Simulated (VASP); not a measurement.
Crystal: I.

```
I
1.0
    -2.08938    2.08938    2.08938
     2.08938   -2.08938    2.08938
     2.08938    2.08938   -2.08938
I
1
Cartesian
  0.0000 0.0000 0.0000
```

The real solid is made of molecules; this cell is a model form.

| Property | Result |
| --- | --- |
| Program | VASP 6.6.1 |
| Task | relaxation of cell and atoms |
| Functional | TPSSh |
| Potentials or basis | VASP PAW PBE potentials, release 64 (I) |
| Cutoff | 600 eV |
| k mesh | 5 × 5 × 5 |
| Occupations | gaussian, width 0.05 eV |
| Spin | no spin polarisation |

At the start: pressure -2.4 GPa; volume 36.48 Å³/atom.

Q: How do energy, volume and symmetry change on relaxing?

A: Over 3 steps the energy falls by 26.8 meV/atom and the volume is 33.28 Å³/atom (-8.8 %); space group Im-3m (No. 229, to 0.05 Å).

Step by step:
```csv
step,energy change (eV),largest force (eV/Å),pressure (GPa),volume (Å³)
1,0.0000,0.0000,-2.41,36.48
2,-0.0263,0.0000,-0.39,33.66
3,-0.0268,0.0000,-0.02,33.28
```

Final structure:
```cif
data_structure
_symmetry_space_group_name_H-M 'P 1'
_symmetry_Int_Tables_number 1
_cell_length_a 3.5097
_cell_length_b 3.5097
_cell_length_c 3.5097
_cell_angle_alpha 109.471
_cell_angle_beta 109.471
_cell_angle_gamma 109.471
_cell_volume 33.28
loop_
_atom_site_label
_atom_site_type_symbol
_atom_site_fract_x
_atom_site_fract_y
_atom_site_fract_z
_atom_site_occupancy
I1 I 0.00000 0.00000 0.00000 1
```

Caveat: the k mesh is coarse (spacing up to 0.43 Å⁻¹), so the values aren't converged, least of all with exact exchange; the PAW data sets were made with another functional, which shifts forces and pressure a little; an odd number of electrons without spin polarisation forces a metal; a magnetic or distorted state may lie lower.
